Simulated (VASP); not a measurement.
# TePt (P6_3/mmc) in VASP: a series of runs

Runs on TePt. Level: HSE06. Tasks: single point.

Everything below comes from runs of VASP 6.6.1. Logs are shortened: lines on timing, memory, paths and dates and some standing lists are left out, and cuts for length are marked.

## Step 1: The crystal as given

Symmetry: P6_3/mmc, No. 194, hexagonal system. Conventional cell: a = 4.111 Å, b = 4.111 Å, c = 5.446 Å, α = 90.00°, β = 90.00°, γ = 120.00°. Around Pt (site symmetry -3m) lie 2 Pt at 2.72 Å and 6 Te at 2.74 Å. Around Te (site symmetry -6m2) lie 6 Pt at 2.74 Å.

Measurements of this composition are mostly on another form, of space group No. 166.

## Step 2: Single point, HSE06, collinear spin, ferromagnetic start

POSCAR

```
TePt
1.0
    4.1109992400      0.0000000000      0.0000000000
   -2.0554996200      3.5602297800      0.0000000000
    0.0000000000      0.0000000000      5.4459992500
Pt Te
2 2
Direct
    0.0000000000      0.0000000000      0.0000000000
    0.0000000000      0.0000000000      0.5000000000
    0.3333333333      0.6666666667      0.2500000000
    0.6666666667      0.3333333333      0.7500000000
```

INCAR.step1

```
  ALGO = Normal
  EDIFF = 1E-5
  ENCUT = 450
  GGA = PE
  ISIF = 2
  ISMEAR = 0
  ISPIN = 2
  LASPH = True
  LCHARG = False
  LMAXMIX = 4
  LORBIT = 11
  LREAL = False
  LWAVE = True
  MAGMOM = 0.5 0.5 0 0
  NELM = 100
  PREC = Accurate
  SIGMA = 0.05
```

INCAR.step2

```
  ALGO = Normal
  EDIFF = 1E-7
  ENCUT = 450
  GGA = PE
  HFSCREEN = 0.2
  ISIF = 2
  ISMEAR = 0
  ISPIN = 2
  ISTART = 1
  LASPH = True
  LCHARG = False
  LHFCALC = True
  LMAXMIX = 4
  LORBIT = 11
  LREAL = False
  LWAVE = False
  MAGMOM = 0.5 0.5 0 0
  NELM = 100
  PREC = Accurate
  PRECFOCK = Fast
  SIGMA = 0.05
```

KPOINTS

```
k-points
0
Gamma
  4 4 3
```

Potentials or basis: VASP PAW PBE potentials, release 64 (Pt, Te).

On the command line:

```
$ cat potpaw_PBE.64/Pt/POTCAR potpaw_PBE.64/Te/POTCAR > POTCAR
$ cp INCAR.step1 INCAR
$ mpirun -np 1 vasp_std > vasp.out
$ cp INCAR.step2 INCAR
$ mpirun -np 1 vasp_std > vasp.out
```

OUTCAR:

```text
EDIFF = 1E-7
   ENCUT = 450
   GGA = PE
   HFSCREEN = 0.2
   ISIF = 2
   ISMEAR = 0
   ISPIN = 2
   ISTART = 1
   LASPH = True
   LHFCALC = True
   LORBIT = 11
   LREAL = False
   NELM = 100
   PREC = Accurate
   PRECFOCK = Fast

 ion  position               nearest neighbor table
   1  0.000  0.000  0.000-   2 2.72   2 2.72   4 2.74   3 2.74   4 2.74   3 2.74   4 2.74   3 2.74

   2  0.000  0.000  0.500-   1 2.72   1 2.72   4 2.74   3 2.74   4 2.74   3 2.74   4 2.74   3 2.74

   3  0.333  0.667  0.250-   1 2.74   2 2.74   1 2.74   2 2.74   1 2.74   2 2.74   4 3.61   4 3.61
                             4 3.61   4 3.61   4 3.61   4 3.61
   4  0.667  0.333  0.750-   1 2.74   2 2.74   1 2.74   2 2.74   1 2.74   2 2.74   3 3.61   3 3.61
                             3 3.61   3 3.61   3 3.61   3 3.61

  LATTYP: Found a hexagonal cell.
 ALAT       =     4.1109992400
 C/A-ratio  =     1.3247385689

  Lattice vectors:

 A1 = (   4.1109992400,   0.0000000000,   0.0000000000)
 A2 = (  -2.0554996200,   3.5602297800,   0.0000000000)
 A3 = (   0.0000000000,   0.0000000000,   5.4459992500)

Analysis of symmetry for initial positions (statically):
=====================================================================
 Subroutine PRICEL returns:
 Original cell was already a primitive cell.

 Routine SETGRP: Setting up the symmetry group for a
 hexagonal supercell.

 Subroutine GETGRP returns: Found 24 space group operations
 (whereof 12 operations were pure point group operations)
 out of a pool of 24 trial point group operations.

The static configuration has the point symmetry D_3d.
 The point group associated with its full space group is D_6h.

Analysis of symmetry for dynamics (positions and initial velocities):
=====================================================================
 Subroutine PRICEL returns:
 Original cell was already a primitive cell.

 Routine SETGRP: Setting up the symmetry group for a
 hexagonal supercell.

 Subroutine GETGRP returns: Found 24 space group operations
 (whereof 12 operations were pure point group operations)
 out of a pool of 24 trial point group operations.

The dynamic configuration has the point symmetry D_3d.
 The point group associated with its full space group is D_6h.

Analysis of structural, dynamic, and magnetic symmetry:
[... 129 lines left out ...]
   NKREDY  =     1    reduce k-point grid by
   NKREDZ  =     1    reduce k-point grid by
   AEXX    =    0.2500 exact exchange contribution
   HFSCREEN=    0.2000 screening length (either q_TF or 0.3 A-1)
   HFSCREENC=   0.2000 screening length for correlation (either q_TF or 0.3 A-1)
   ENCUTFOCK=  -1.0 apply spherical cutoff to Coloumb kernel
   IVDW    =     0    specifies the selected vdW correction
   LEPSILON=     F    determine dielectric tensor
   LRPA    =     F    only Hartree local field effects (RPA)
 spin polarized calculation
 Gauss-broadening in eV      SIGMA  =   0.05
  energy-cutoff  :      450.00
  volume of cell :       79.71
 maximum number of plane-waves:      1741
  NGX = 16; NGY = 16; NGZ = 24

 number of electron      31.9999994 magnetization       0.0000003

 Free energy of the ion-electron system (eV)
  ---------------------------------------------------
  ext. energy  EPLUGINS =         0.00000000
  ---------------------------------------------------
  free energy    TOTEN  =       -22.77081799 eV

  energy without entropy =      -22.76832862  energy(sigma->0) =      -22.76957330

 E-fermi :  10.6528     XC(G=0):  -9.5288

 val. band max:       10.6003571588   @ k =   0.2500   0.2500   0.0000
 cond. band min:      10.7070894699   @ k =   0.0000   0.0000   0.3333
 fundamental gap:      0.1067323111
 Fermi energy:        10.6527739509

 spin component 1

 k-point     1 :       0.0000    0.0000    0.0000
  band No.  band energies     occupation
      1      -5.6481      1.00000
      2      -2.1531      1.00000
      3       1.7265      1.00000
      4       2.9382      1.00000
      5       2.9382      1.00000
      6       3.6609      1.00000
[... 181 lines left out ...]
     20      15.3549      0.00000
     21      16.4924      0.00000
 Fermi energy:        10.6527739509

 spin component 2

 k-point     1 :       0.0000    0.0000    0.0000
  band No.  band energies     occupation
      1      -5.6481      1.00000
      2      -2.1531      1.00000
      3       1.7265      1.00000
      4       2.9382      1.00000
      5       2.9382      1.00000
      6       3.6609      1.00000
[... 181 lines left out ...]
     20      15.3549      0.00000
     21      16.4924      0.00000

------------------------ aborting loop because EDIFF is reached ----------------------------------------

  FORCE on cell =-STRESS in cart. coord.  units (eV):
  Direction    XX          YY          ZZ          XY          YZ          ZX
  --------------------------------------------------------------------------------------
  -------------------------------------------------------------------------------------
  Total        6.3903008      6.3903008      6.1648008      0.0000000     -0.0000000      0.0000000
  in kB      128.4484547    128.4484550    123.9157837      0.0000000     -0.0000000      0.0000000
  external PRESSURE =     126.9375645 kB  Pullay stress =       0.0000000 kB

 VOLUME and BASIS-vectors are now :
 -----------------------------------------------------------------------------
  energy-cutoff  :      450.00
  volume of cell :       79.71
      direct lattice vectors                 reciprocal lattice vectors
     4.110999240  0.000000000  0.000000000     0.243249863  0.140440373  0.000000000
    -2.055499620  3.560229780  0.000000000     0.000000000  0.280880747  0.000000000
     0.000000000  0.000000000  5.445999250     0.000000000  0.000000000  0.183621032

 POSITION                                       TOTAL-FORCE (eV/Angst)
 -----------------------------------------------------------------------------------
      0.00000      0.00000      0.00000        -0.000000      0.000000     -0.000000
      0.00000      0.00000      2.72300         0.000000      0.000000     -0.000000
     -0.00000      2.37349      1.36150         0.000000     -0.000000     -0.000000
      2.05550      1.18674      4.08450        -0.000000      0.000000      0.000000
 -----------------------------------------------------------------------------------
    total drift:                               -0.000000     -0.000000     -0.000014

  FREE ENERGIE OF THE ION-ELECTRON SYSTEM (eV)
  ---------------------------------------------------
  free  energy   TOTEN  =       -22.7708179919 eV

  energy  without entropy=      -22.7683286154  energy(sigma->0) =      -22.76957330

 total charge

# of ion       s       p       d       tot
------------------------------------------
    1        0.667   0.578   8.364   9.610
    2        0.667   0.578   8.364   9.610
    3        1.387   1.907   0.118   3.412
    4        1.387   1.907   0.118   3.412
--------------------------------------------------
tot          4.109   4.970  16.964  26.044

 magnetization (x)

# of ion       s       p       d       tot
------------------------------------------
    1       -0.000  -0.000   0.000   0.000
    2       -0.000  -0.000   0.000   0.000
    3        0.000   0.000   0.000   0.000
    4        0.000   0.000   0.000   0.000
--------------------------------------------------
tot          0.000   0.000   0.000   0.000
```

OUTCAR.step1:

```text
EDIFF = 1E-5
   ENCUT = 450
   GGA = PE
   ISIF = 2
[... 642 lines left out ...]
------------------------------------------
    1        0.650   0.588   8.278   9.517
    2        0.650   0.588   8.278   9.517
    3        1.420   1.805   0.120   3.346
    4        1.420   1.805   0.120   3.346
--------------------------------------------------
tot          4.141   4.787  16.797  25.725

 magnetization (x)

# of ion       s       p       d       tot
------------------------------------------
    1        0.000   0.000   0.000   0.000
    2        0.000   0.000   0.000   0.000
    3        0.000   0.000   0.000   0.000
    4        0.000   0.000   0.000   0.000
--------------------------------------------------
tot          0.000   0.000   0.000   0.000
```

Run time: 17 min. Hardware: 1 thread of Intel Xeon Platinum 8488C (Sapphire Rapids), shared host; peak memory 0.31 GiB.

Results:

```yaml
Free_energy: -22.7708 eV
Pressure: 12.7 GPa
Band_gap_on_the_k_mesh: none (metal or under the smearing width)
Net_moment: 0.00 μB per cell
Valence_electrons_inside_the_program's_atomic_spheres: Pt 9.61; Te 3.41
```

Stress tensor (GPa, compression positive):
```
12.84  0.00  0.00
 0.00 12.84  0.00
 0.00  0.00 12.39
```

Caveat: the k mesh is coarse (spacing up to 0.44 Å⁻¹), so the values aren't converged, least of all with exact exchange; the PAW data sets were made with another functional, which shifts forces and pressure a little. Spin-orbit coupling is left out, which matters for the levels of Pt, Te.

## Step 3: Single point, HSE06, collinear spin, antiferromagnetic start

POSCAR is that of step 2.

INCAR.step1

```
SYSTEM = TePt
  ALGO = Normal
  EDIFF = 1E-5
  ENCUT = 450
  GGA = PE
  ISIF = 2
  ISMEAR = 0
  ISPIN = 2
  LASPH = .TRUE.
  LCHARG = .FALSE.
  LMAXMIX = 4
  LORBIT = 11
  LREAL = .FALSE.
  LWAVE = .TRUE.
  MAGMOM = 0.5 -0.5 0 0
  NELM = 100
  PREC = Accurate
  SIGMA = 0.05
```

INCAR.step2

```
SYSTEM = TePt
  ALGO = Normal
  EDIFF = 1E-7
  ENCUT = 450
  GGA = PE
  HFSCREEN = 0.2
  ISIF = 2
  ISMEAR = 0
  ISPIN = 2
  ISTART = 1
  LASPH = .TRUE.
  LCHARG = .FALSE.
  LHFCALC = .TRUE.
  LMAXMIX = 4
  LORBIT = 11
  LREAL = .FALSE.
  LWAVE = .FALSE.
  MAGMOM = 0.5 -0.5 0 0
  NELM = 100
  PREC = Accurate
  PRECFOCK = Fast
  SIGMA = 0.05
```

KPOINTS

```
k-points
0
G
  4 4 3
  0 0 0
```

Potentials or basis: VASP PAW PBE potentials, release 64 (Pt, Te).

On the command line:

```
$ cat potpaw_PBE.64/Pt/POTCAR potpaw_PBE.64/Te/POTCAR > POTCAR
$ cp INCAR.step1 INCAR
$ mpirun -np 1 vasp_std > vasp.out
$ cp INCAR.step2 INCAR
$ mpirun -np 1 vasp_std > vasp.out
```

Wall time 19 min (1 thread of Intel Xeon Platinum 8488C (Sapphire Rapids), shared host); peak memory 0.3 GiB.

The run converged. Its results:

```yaml
Free_energy: -22.7708 eV
Pressure: 12.7 GPa
Band_gap_on_the_k_mesh: none (metal or under the smearing width)
Net_moment: 0.00 μB per cell
Valence_electrons_inside_the_program's_atomic_spheres: Pt 9.61; Te 3.41
```

Stress tensor (GPa, compression positive):
```
12.84  0.00  0.00
 0.00 12.84  0.00
 0.00  0.00 12.39
```

Levels at points of the mesh, in eV from the Fermi level:
Spin up:
```
           k point  band 12  band 13  band 14  band 15  band 16  band 17  band 18  band 19  band 20
(0.00, 0.00, 0.00)    -2.88    -2.02    -2.02     0.34     0.58     1.76     2.66     2.76     2.76
(0.50, 0.00, 0.00)    -3.91    -3.41    -3.15    -2.90    -1.89     1.74     3.19     3.85     4.28
```
Spin down:
```tsv
k point	band 12	band 13	band 14	band 15	band 16	band 17	band 18	band 19	band 20
(0.00, 0.00, 0.00)	-2.88	-2.02	-2.02	0.34	0.58	1.76	2.66	2.76	2.76
(0.50, 0.00, 0.00)	-3.91	-3.41	-3.15	-2.90	-1.89	1.74	3.19	3.85	4.28
```

Caveat: the k mesh is coarse (spacing up to 0.44 Å⁻¹), so the values aren't converged, least of all with exact exchange; the PAW data sets were made with another functional, which shifts forces and pressure a little.
